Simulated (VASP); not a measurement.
# InP (F-43m) in VASP: a series of runs

Runs on InP. Level: r2SCAN. Tasks: single point.

Everything below comes from runs of VASP 6.6.1. Logs are shortened: lines on timing, memory, paths and dates and some standing lists are left out, and cuts for length are marked.

**The experiment to reproduce.**

A printed reference work, data compilation reports, for a bulk crystal of InP at 1.6 K: band gap 1.4236 eV (direct).

The results are compared with them further down.

## (1) The cell of the first run

The structure is cubic, space group F-43m (No. 216). The conventional cell has a = 6.023 Å, b = 6.023 Å, c = 6.023 Å, α = 90.00°, β = 90.00°, γ = 90.00°. In (site symmetry -43m) has 4 P at 2.61 Å within 3.4 Å. Within 3.4 Å of P (site symmetry -43m) lie 4 In at 2.61 Å.

## (2) Single point, r2SCAN (volume scaled by 1.06)

File POSCAR:

```
InP
1.0
    0.0000000000      3.0114967363      3.0114967363
    3.0114967363      0.0000000000      3.0114967363
    3.0114967363      3.0114967363      0.0000000000
In P
1 1
Direct
    0.0000000000      0.0000000000      0.0000000000
    0.2500000000      0.2500000000      0.2500000000
```

File INCAR.step1:

```
SYSTEM = InP
PREC = Accurate ; ENCUT = 520
ISMEAR = 0 ; SIGMA = 0.02
LREAL = .False. ; LASPH = .True.
NELM = 60 ; NBANDS = 16
GGA = PE ; ALGO = Normal
EDIFF = 1E-4 ; LWAVE = .True.
LCHARG = .False.
```

File INCAR.step2:

```
SYSTEM = InP
PREC = Accurate ; ENCUT = 520
EDIFF = 1E-6 ; ISMEAR = 0
SIGMA = 0.02 ; LREAL = .False.
LASPH = .True. ; NELM = 60
ALGO = Normal ; ISIF = 2
LWAVE = .False. ; LCHARG = .False.
METAGGA = R2SCAN ; LMIXTAU = .True.
NBANDS = 16 ; ISTART = 1
```

File KPOINTS:

```
regular mesh
0
Gamma
  8 8 8
  0 0 0
```

Potentials or basis: VASP PAW PBE potentials, release 64 (In_d, P).

On the command line:

```bash
$ cat potpaw_PBE.64/In_d/POTCAR potpaw_PBE.64/P/POTCAR > POTCAR
$ cp INCAR.step1 INCAR
$ mpirun -np 1 vasp_std > vasp.out
$ cp INCAR.step2 INCAR
$ mpirun -np 1 vasp_std > vasp.out
```

OUTCAR:

```text
SYSTEM = InP
   PREC = Accurate
   ENCUT = 520
   EDIFF = 1E-6
   ISMEAR = 0
   LREAL = .False.
   LASPH = .True.
   NELM = 60
   ISIF = 2
   METAGGA = R2SCAN
   ISTART = 1

 ion  position               nearest neighbor table
   1  0.000  0.000  0.000-   2 2.61   2 2.61   2 2.61   2 2.61
   2  0.250  0.250  0.250-   1 2.61   1 2.61   1 2.61   1 2.61

  LATTYP: Found a face centered cubic cell.
 ALAT       =     6.0229934726

  Lattice vectors:

 A1 = (   0.0000000000,   3.0114967363,   3.0114967363)
 A2 = (   3.0114967363,   0.0000000000,   3.0114967363)
 A3 = (   3.0114967363,   3.0114967363,   0.0000000000)

Analysis of symmetry for initial positions (statically):
=====================================================================
 Subroutine PRICEL returns:
 Original cell was already a primitive cell.

 Routine SETGRP: Setting up the symmetry group for a
 face centered cubic supercell.

 Subroutine GETGRP returns: Found 24 space group operations
 (whereof 24 operations were pure point group operations)
 out of a pool of 48 trial point group operations.

The static configuration has the point symmetry T_d .

Analysis of symmetry for dynamics (positions and initial velocities):
=====================================================================
 Subroutine PRICEL returns:
 Original cell was already a primitive cell.

 Routine SETGRP: Setting up the symmetry group for a
 face centered cubic supercell.

 Subroutine GETGRP returns: Found 24 space group operations
 (whereof 24 operations were pure point group operations)
 out of a pool of 48 trial point group operations.

The dynamic configuration has the point symmetry T_d .

 Subroutine INISYM returns: Found 24 space group operations
 (whereof 24 operations are pure point group operations),
 and found     1 'primitive' translations

----------------------------------------------------------------------------------------

                                     Primitive cell

  volume of cell :      54.6232

  direct lattice vectors                    reciprocal lattice vectors
     0.000000000  3.011496736  3.011496736    -0.166030397  0.166030397  0.166030397
     3.011496736  0.000000000  3.011496736     0.166030397 -0.166030397  0.166030397
     3.011496736  3.011496736  0.000000000     0.166030397  0.166030397 -0.166030397

  length of vectors
     4.258899528  4.258899528  4.258899528     0.287573084  0.287573084  0.287573084

  position of ions in fractional coordinates (direct lattice)
     0.000000000  0.000000000  0.000000000
     0.250000000  0.250000000  0.250000000

  ion indices of the primitive-cell ions
   primitive index   ion index
                 1           1
                 2           2

----------------------------------------------------------------------------------------

 KPOINTS: regular mesh

Automatic generation of k-mesh.
 Grid dimensions read from file:
 generate k-points for:    8    8    8

 Generating k-lattice:

  Cartesian coordinates                     Fractional coordinates (reciprocal lattice)
    -0.020753800  0.020753800  0.020753800     0.125000000  0.000000000  0.000000000
     0.020753800 -0.020753800  0.020753800     0.000000000  0.125000000  0.000000000
     0.020753800  0.020753800 -0.020753800     0.000000000  0.000000000  0.125000000

  Length of vectors
     0.035946635  0.035946635  0.035946635

  Shift w.r.t. Gamma in fractional coordinates (k-lattice)
     0.000000000  0.000000000  0.000000000

 Subroutine IBZKPT returns following result:
 ===========================================

 Found     29 irreducible k-points:

 Following reciprocal coordinates:
            Coordinates               Weight
  0.000000  0.000000  0.000000      1.000000
  0.125000  0.000000  0.000000      8.000000
  0.250000  0.000000  0.000000      8.000000
  0.375000  0.000000  0.000000      8.000000
  0.500000  0.000000  0.000000      4.000000
  0.125000  0.125000  0.000000      6.000000
[... 16 lines left out ...]
  0.500000  0.250000  0.125000     48.000000
 -0.375000  0.250000  0.125000     24.000000
 [... further k-points ...]
   k-points           NKPTS =     29   k-points in BZ     NKDIM =     29   number of bands    NBANDS=     16
   number of dos      NEDOS =    301   number of ions     NIONS =      2
   total plane-waves  NPLWV =  32768
   dimension x,y,z NGX =    32 NGY =   32 NGZ =   32
   dimension x,y,z NGXF=    64 NGYF=   64 NGZF=   64
   ions per type =               1   1
   NGX,Y,Z   is equivalent  to a cutoff of  12.49, 12.49, 12.49 a.u.
   NGXF,Y,Z  is equivalent  to a cutoff of  24.98, 24.98, 24.98 a.u.
 SYSTEM =  InP
   PREC   = accura    normal or accurate (medium, high low for compatibility)
   ISTART =      1    job   : 0-new  1-cont  2-samecut
   ICHARG =      0    charge: 1-file 2-atom 10-const
   ISPIN  =      1    spin polarized calculation?
   LNONCOLLINEAR =      F non collinear calculations
   LSORBIT =      F    spin-orbit coupling
   LASPH  =      T    aspherical Exc in radial PAW
   ENCUT  =  520.0 eV  38.22 Ry    6.18 a.u.   7.92  7.92  7.92*2*pi/ulx,y,z
   NELM   =     60;   NELMIN=  2; NELMDL=  0     # of ELM steps
   EDIFF  = 0.1E-05   stopping-criterion for ELM
   LREAL  =      F    real-space projection
   EDIFFG = 0.1E-04   stopping-criterion for IOM
   NSW    =      0    number of steps for IOM
   IBRION =     -1    ionic relax: 0-MD 1-quasi-New 2-CG
   NFREE  =      0    steps in history (QN), initial steepest desc. (CG)
   ISIF   =      2    stress and relaxation
   ISYM   =      2    0-nonsym 1-usesym 2-fastsym
   POTIM  = 0.5000    time-step for ionic-motion
   TEBEG  =    0.0;   TEEND  =   0.0 temperature during run
   PSTRESS=    0.0 pullay stress
   NELECT =      18.0000    total number of electrons
   NUPDOWN=      -1.0000    fix difference up-down
   EMIN   =  10.00;   EMAX   =-10.00  energy-range for DOS
   EFERMI =   0.00;   METHOD = LEGACY
   ISMEAR =     0;   SIGMA  =   0.02  broadening in eV -4-tet -1-fermi 0-gaus
   EFERMI_NEDOS =   21; number of points for ismear=-14 and -15
   IALGO  =     38    algorithm
   IMIX   =      4    mixing-type and parameters
     AMIX     =   0.40;   BMIX     =  1.00
     AMIX_MAG =   1.60;   BMIX_MAG =  1.00
  volume/ion in A,a.u.               =      27.31       184.31
  Fermi-wavevector in a.u.,A,eV,Ry     =   1.130767  2.136840 17.396883  1.278635
  Thomas-Fermi vector in A             =   2.267465
   LORBIT       =      0    0 simple, 1 ext, 2 COOP (PROOUT), +10 PAW based schemes
   METAGGA = R2SCAN    functional components
   LHFCALC =     F    Hartree Fock is set to
   AEXX    =    0.0000 exact exchange contribution
   IVDW    =     0    specifies the selected vdW correction
   LEPSILON=     F    determine dielectric tensor
   LRPA    =     F    only Hartree local field effects (RPA)
 non-spin polarized calculation
 Gauss-broadening in eV      SIGMA  =   0.02
  energy-cutoff  :      520.00
  volume of cell :       54.62
 maximum number of plane-waves:      1480
   NGX = 15   NGY = 15   NGZ = 15

 number of electron      17.9999993 magnetization

 Free energy of the ion-electron system (eV)
  ---------------------------------------------------
  ext. energy  EPLUGINS =         0.00000000
  ---------------------------------------------------
  free energy    TOTEN  =       -32.26079447 eV

  energy without entropy =      -32.26079447  energy(sigma->0) =      -32.26079447

 E-fermi :   4.2345     XC(G=0):  -9.5034

 val. band max:        4.1533793560   @ k =   0.0000   0.0000   0.0000
 cond. band min:       4.8423009621   @ k =   0.0000   0.0000   0.0000
 fundamental gap:      0.6889216060
 Fermi energy:         4.2344657029

 k-point     1 :       0.0000    0.0000    0.0000
  band No.  band energies     occupation
      1     -10.3716      2.00000
      2     -10.3716      2.00000
      3     -10.3716      2.00000
      4     -10.2331      2.00000
      5     -10.2331      2.00000
      6      -7.3018      2.00000
[... 8 lines left out ...]
     15      13.9418      0.00000
     16      13.9418      0.00000

 k-point     2 :       0.1250    0.0000    0.0000
  band No.  band energies     occupation
      1     -10.3866      2.00000
      2     -10.3655      2.00000
      3     -10.3655      2.00000
      4     -10.2330      2.00000
      5     -10.2330      2.00000
      6      -7.1371      2.00000
[... 8 lines left out ...]
     15      13.3307      0.00000
     16      13.6458      0.00000

 k-point     3 :       0.2500    0.0000    0.0000
  band No.  band energies     occupation
      1     -10.4214      2.00000
      2     -10.3523      2.00000
      3     -10.3522      2.00000
      4     -10.2310      2.00000
      5     -10.2310      2.00000
      6      -6.6808      2.00000
[... 8 lines left out ...]
     15      13.1134      0.00000
     16      13.5838      0.00000

 k-point     4 :       0.3750    0.0000    0.0000
  band No.  band energies     occupation
      1     -10.4545      2.00000
      2     -10.3416      2.00000
      3     -10.3416      2.00000
      4     -10.2263      2.00000
      5     -10.2263      2.00000
      6      -6.0860      2.00000
[... 8 lines left out ...]
     15      14.0301      0.00000
     16      14.0301      0.00000
[... 324 lines left out ...]
 k-point    22 :       0.3750    0.2500    0.1250
  band No.  band energies     occupation
      1     -10.4540      2.00000
      2     -10.3363      2.00000
      3     -10.3312      2.00000
      4     -10.2443      2.00000
      5     -10.2211      2.00000
      6      -6.3027      2.00000
[... 8 lines left out ...]
     15      14.6719      0.00000
     16      15.9617      0.00000

 k-point    23 :       0.5000    0.2500    0.1250
  band No.  band energies     occupation
      1     -10.4744      2.00000
      2     -10.3307      2.00000
      3     -10.3192      2.00000
      4     -10.2415      2.00000
      5     -10.2209      2.00000
      6      -5.7638      2.00000
[... 8 lines left out ...]
     15      15.2247      0.00000
     16      15.9152      0.00000

 k-point    24 :      -0.3750    0.2500    0.1250
  band No.  band energies     occupation
      1     -10.4819      2.00000
      2     -10.3297      2.00000
      3     -10.3148      2.00000
      4     -10.2372      2.00000
      5     -10.2229      2.00000
      6      -5.4771      2.00000
[... 8 lines left out ...]
     15      15.1978      0.00000
     16      15.7929      0.00000

 [... further k-points ...]
[... 5 lines left out ...]
  --------------------------------------------------------------------------------------
  -------------------------------------------------------------------------------------
  Total       -1.2193383     -1.2193383     -1.2193383      0.0000000      0.0000000      0.0000000
  in kB      -35.7649491    -35.7649491    -35.7649491      0.0000000      0.0000000      0.0000000
  external PRESSURE =     -35.7649491 kB  Pullay stress =       0.0000000 kB

 VOLUME and BASIS-vectors are now :
 -----------------------------------------------------------------------------
  energy-cutoff  :      520.00
  volume of cell :       54.62
      direct lattice vectors                 reciprocal lattice vectors
     0.000000000  3.011496736  3.011496736    -0.166030397  0.166030397  0.166030397
     3.011496736  0.000000000  3.011496736     0.166030397 -0.166030397  0.166030397
     3.011496736  3.011496736  0.000000000     0.166030397  0.166030397 -0.166030397

 POSITION                                       TOTAL-FORCE (eV/Angst)
 -----------------------------------------------------------------------------------
      0.00000      0.00000      0.00000         0.000000      0.000000      0.000000
      1.50575      1.50575      1.50575        -0.000000     -0.000000     -0.000000
 -----------------------------------------------------------------------------------
    total drift:                               -0.000003     -0.000003     -0.000003

  FREE ENERGIE OF THE ION-ELECTRON SYSTEM (eV)
  ---------------------------------------------------
  free  energy   TOTEN  =       -32.2607944656 eV

  energy  without entropy=      -32.2607944656  energy(sigma->0) =      -32.26079447
```

Run time: 29 s. Hardware: 1 thread of Intel Xeon 6975P-C (Granite Rapids), shared host; peak memory 0.19 GiB.

What came out:

| Property | Result |
| --- | --- |
| Free energy | -32.2608 eV |
| Pressure | -3.6 GPa |
| Band gap on the k mesh | 0.69 eV, direct |

Levels at points of the mesh, in eV from the valence-band top:
| k point | band 7 | band 8 | band 9 | band 10 | band 11 | band 12 |
| --- | --- | --- | --- | --- | --- | --- |
| (0.00, 0.00, 0.00) | 0.00 | 0.00 | 0.00 | 0.69 | 4.43 | 4.43 |
| (0.50, 0.00, 0.00) | -5.46 | -0.89 | -0.89 | 1.64 | 5.14 | 5.14 |
| (0.50, 0.50, 0.00) | -5.53 | -2.14 | -2.14 | 2.13 | 2.53 | 9.34 |

Caveat: the PAW data sets were made with another functional, which shifts forces and pressure a little; spin-orbit coupling is left out, which moves the levels of the heavy elements.

[end of part 1 of 2]
